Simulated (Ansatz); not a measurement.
The band gap of ZnS, sorted by core time

**What was measured.** The band gap of ZnS (F-43m) is reported as 3.72 eV at 300 K (a printed reference work). The runs below try to reproduce it.

Symmetry: F-43m, No. 216, cubic system. The conventional cell has a = 5.404 Å, b = 5.404 Å, c = 5.404 Å, α = 90.00°, β = 90.00°, γ = 90.00°. Zn (site symmetry -43m) is surrounded by 4 S at 2.34 Å. Around S (site symmetry -43m) lie 4 Zn at 2.34 Å.

```csv
rung,level,program and potentials,cutoff (eV),k mesh,task,core time,chip,band gap (eV),miss (eV),notes
LDA,SVWN5,"Ansatz, Ansatz PAW",420,9 × 9 × 9,band structure,5.8 s,Arm Neoverse V2,1.86,-1.86,"potentials made for PBE, which Ansatz adapts in part"
GGA,BLYP,"Ansatz, Ansatz PAW",420,9 × 9 × 9,band structure,5.9 s,Intel Xeon,2.09,-1.63,"potentials made for PBE, which Ansatz adapts in part"
GGA,PBE,"Ansatz, Ansatz PAW",420,9 × 9 × 9,band structure,6 s,Arm Neoverse V2,2.11,-1.61,-
GGA,revPBE,"Ansatz, Ansatz PAW",420,9 × 9 × 9,band structure,6.5 s,Arm Neoverse V1,2.23,-1.49,"potentials made for PBE, which Ansatz adapts in part"
meta-GGA + dispersion,r2SCAN+rVV10,"Ansatz, Ansatz PAW",500,9 × 9 × 9,band structure,14 s,Arm Neoverse V1,2.61,-1.11,"potentials made for PBE, which Ansatz adapts in part"
non-local van der Waals functional,rPW86-PBE+rVV10,"Ansatz, Ansatz PAW",420,6 × 6 × 6,elastic constants,31 s,Arm Neoverse V1,1.89,-1.83,"potentials made for PBE, which Ansatz adapts in part"
Hartree-Fock,HF,"Ansatz, Ansatz PAW",420,5 × 5 × 5,band structure,3.8 min,Intel Xeon,10.25,+6.53,"coarse mesh; potentials made for PBE, which Ansatz adapts in part"
hybrid,PBEsol0,"Ansatz, Ansatz PAW",420,5 × 5 × 5,band structure,3.9 min,Intel Xeon,3.88,+0.16,"coarse mesh; potentials made for PBE, which Ansatz adapts in part"
hybrid,HSEsol,"Ansatz, Ansatz PAW",420,5 × 5 × 5,band structure,4.1 min,Intel Xeon,3.19,-0.53,"coarse mesh; potentials made for PBE, which Ansatz adapts in part"
hybrid,HSE06,"Ansatz, Ansatz PAW",420,5 × 5 × 5,band structure,4.7 min,Intel Xeon,3.34,-0.38,"coarse mesh; potentials made for PBE, which Ansatz adapts in part"
hybrid,B3LYP,"Ansatz, Ansatz PAW",420,5 × 5 × 5,band structure,5.1 min,Intel Xeon,3.62,-0.10,"coarse mesh; potentials made for PBE, which Ansatz adapts in part"
```

Times are single runs on shared hosts and different chips, so they are rough; meshes, cutoffs and the tasks' sizes weigh on the time. All rows: no spin polarisation. Gaps are the least found on the k mesh or the band path, and a mesh can miss the band edges. The cell comes from a database and isn't always the measured one. Meshes differ between rows, which moves values too. All levels ran on this one cell, unrelaxed unless noted. Meshes are those of the run's cell of 2 atoms unless a note names another. Misses use the values as printed. Runs on faulty files, with rough fits or with known faults for this quantity aren't shown. No row holds spin-orbit coupling.

By rung: LDA 1.86; GGA 2.09 to 2.23; non-local van der Waals functional 1.89; meta-GGA + dispersion 2.61; hybrid on coarse meshes 3.19 to 3.88; Hartree-Fock on coarse meshes 10.25 (eV). Measured: 3.72 eV at 300 K (a printed reference work). Closest, coarse meshes and atomic bases left aside, is r2SCAN+rVV10 (-1.11 eV), and PBE misses by -1.61 eV on plain settings. LDA and GGA gaps fall short mostly because these functionals lack the derivative discontinuity; the runs are for a static lattice, while measurements hold temperature and zero-point motion.
